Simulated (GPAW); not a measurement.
Sn:

```
CELL_PARAMETERS angstrom
-2.94014 2.94014 1.59930
2.94014 -2.94014 1.59930
2.94014 2.94014 -1.59930
ATOMIC_POSITIONS crystal
Sn 0.00000 0.00000 0.00000
Sn 0.75000 0.25000 0.50000
```

| Property | Result |
| --- | --- |
| Program | GPAW 26.7.0 |
| Task | relaxation of cell and atoms |
| Functional | PBEsol |
| Potentials or basis | PAW data sets generated in the run's folder for this functional |
| Cutoff | 600 eV |
| Basis | pw |
| k mesh | 7 × 7 × 7 |
| Occupations | fermi-dirac, width 0.05 eV |
| Spin | no spin polarisation |

At the start: pressure -1.9 GPa; volume 27.65 Å³/atom.

How do energy, volume and symmetry change on relaxing?

Over 7 steps the energy falls by 6.3 meV/atom and the volume is 26.70 Å³/atom (-3.4 %); space group I4_1/amd (No. 141, to 0.05 Å).

Step by step:
```csv
step,energy change (eV),largest force (eV/Å),pressure (GPa),volume (Å³)
1,0.0000,0.0000,-1.87,55.30
2,-0.0041,0.0000,-1.54,54.92
3,-0.0122,0.0000,0.12,53.23
4,-0.0123,0.0000,0.03,53.31
5,-0.0123,0.0000,-0.04,53.37
6,-0.0125,0.0000,-0.09,53.43
7,-0.0126,0.0000,-0.07,53.41
```

Final structure:
```xyz
2
Lattice="-2.8951 2.8951 1.5931 2.8951 -2.8951 1.5931 2.8951 2.8951 -1.5931" Properties=species:S:1:pos:R:3 pbc="T T T"
Sn    0.0000    0.0000    0.0000
Sn    0.0000    2.8951    0.7965
```

Caveat: later steps reuse the first step's grids.
